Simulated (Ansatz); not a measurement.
input.yaml (Ansatz)

```yaml
crystal:
  lattice:
    - [0.0, 1.9124296917, 1.9124296917]
    - [1.9124296917, 0.0, 1.9124296917]
    - [1.9124296917, 1.9124296917, 0.0]
  atoms:
    - { symbol: Si, position: [0.0, 0.0, 0.0] }
hamiltonian:
  xc: revpbe
  pseudopotentials:
    kind: paw
    azcp:
      Si: "pseudopotentials/Si.paw.azcp"
basis:
  ecutwfc: 420
  fft_grid_basis: typed
kpoints:
  mp_grid: { grid: [16, 16, 16], shift: [0, 0, 0] }
magnetization:
  spin_polarized: false
scf:
  occupations: { method: fermi_dirac, width: 0.1 }
  lower_state_search: "off"
output:
  stress: true
```

and its output:

```
Engine: ansatz 0.2.0, x86_64-unknown-linux-gnu
Pseudopotentials: kind: paw
Pseudopotential: Si, paw, valence charge 4, recommended cutoff 420 eV (normal) 
Functional definition: revPBE
  parameter kappa = 1.245
  parameter beta = 0.06672455060314922
  exchange = pbe_x(kappa = kappa, mu = beta*pi^2/3)
  correlation = pbe_c(beta = beta)
Crystal: 1 atoms, lattice volume = 13.989 Å³
Basis set: ecut = 420 eV, 283 PW (Γ)
Bands: 6, of which v1, the nominal top of the filled ones, is band 2 counted from 1 (1 counted from 0)
Symmetry: 48 space group operations
Space group: Fm-3m (ITA 225), of the structure as read, at distance tolerance 2.4e-5 Å
k-points: 145 of 4096
Non-local potential: Si, projectors of the file, l = 0: 2, l = 1: 2, l = 2: 2
PAW form: soft (Blöchl's): semilocal exchange-correlation on the pseudo side does not see the compensation charge
PAW frozen core: Si, regenerated for the run's functional, and the local potential with it (the file was generated under x = pbe(κ = 0.804, μ = 0.2195149727645171), c = pbe(β = 0.06672455060314922))
PAW one-centre angular grid: Si, 110 points (default); XC on 64 Gauss nodes
Initial density: superposition of atomic densities (neutral atoms: chi_scale 0, normalization atom), corrected by the library's trained network
Initial wavefunctions: pseudopotential atomic-orbital guess
Functional: x = revpbe(κ = 1.245, μ = 0.2195149727645171), c = pbe(β = 0.06672455060314922)
SCF iter   1: F=—  HF=-637.472989 eV  |F-HF|=—  |Δ(HF+E_count)|=         —  Δρ=3.28e-3  dr2=1.27e-3  ethr=1.77e-3  ⟨swp⟩=4.9  Hψ=8101  notcnv=0
SCF iter   2: F=—  HF=-637.472708 eV  |F-HF|=—  |Δ(HF+E_count)|=   2.81e-4  Δρ=1.51e-3  dr2=2.60e-4  ethr=3.18e-5  ⟨swp⟩=1.2  Hψ=2053  notcnv=0
SCF iter   3: F=—  HF=-637.472658 eV  |F-HF|=—  |Δ(HF+E_count)|=   4.97e-5  Δρ=7.64e-5  dr2=6.82e-7  ethr=6.49e-6  ⟨swp⟩=2.0  Hψ=1126  notcnv=0
SCF iter   4: F=—  HF=-637.472658 eV  |F-HF|=—  |Δ(HF+E_count)|=   3.38e-7  Δρ=1.42e-5  dr2=1.92e-8  ethr=1.70e-8  ⟨swp⟩=2.0  Hψ=1143  notcnv=0
iter 5 did not close the SCF: its close was put off for the readings that it lacked (scf_convergence_deferred on its scf_iter line)
SCF iter   5: F=-637.472658 eV  HF=-637.472658 eV  |F-HF|=3.28e-10  |Δ(HF+E_count)|=   1.78e-9  Δρ=3.30e-6  dr2=1.31e-9  ethr=4.79e-10  ⟨swp⟩=1.0  Hψ=856  notcnv=0
SCF iter   6: F=-637.472658 eV  HF=-637.472658 eV  |F-HF|=1.36e-12  |Δ(HF+E_count)|=  2.39e-10  Δρ=2.49e-7  dr2=7.10e-12  ethr=3.28e-11  ⟨swp⟩=1.1  Hψ=2404  notcnv=0
SCF 1 converged in 6 iterations: F = -637.472658 eV  dr2 = 7.10e-12
SCF converged after 6 iterations
Free energy (F): -637.472658 eV
Harris-Foulkes:  -637.472658 eV  (|F-HF|=1.36e-12)
Internal energy: -637.457683 eV  (E = F + TS)
E sigma→0 (E₀):  -637.465171 eV
Entropy (-TS):   -0.014975 eV (-14.975 meV/atom)
Fermi energy:    11.308877 eV
--- Per-component energies (eV) ---
  E_band       = 21.795138
  E_kinetic    = 41.647815
  E_local      = 4.350939  (includes V_loc(G=0)·N_el)
  E_nonlocal   = 24.889090
  E_hartree    = 0.354361
  E_xc         = -56.348803
  E_vxc        = -48.136963  (∫ρ·V_xc dr)
  E_paw        = -514.245193  (= ΣΔE_a)
  E_vpaw       = -1.664474  (= ΣTr[D̂ρ^β])
  E_aug_tail   = 0.000008  (compensation charges beyond the density's cutoff)
  E_ewald      = -138.086935
  E_core_change = -0.018965  (= ΣΔE_core)
  E_smearing   = -0.014975  (= −TS)
  E_closure    = 0.000000  (closes the sum)
  Σ components = -637.472658   (vs F -637.472658, Δ=0.00e0)
--- Stress (GPa, compression-positive) ---
        4.037488       0.000000       0.000000
        0.000000       4.037488       0.000000
       -0.000000       0.000000       4.037488
  P = ⅓ Tr σ = 4.0375 GPa (40.375 kbar)
```
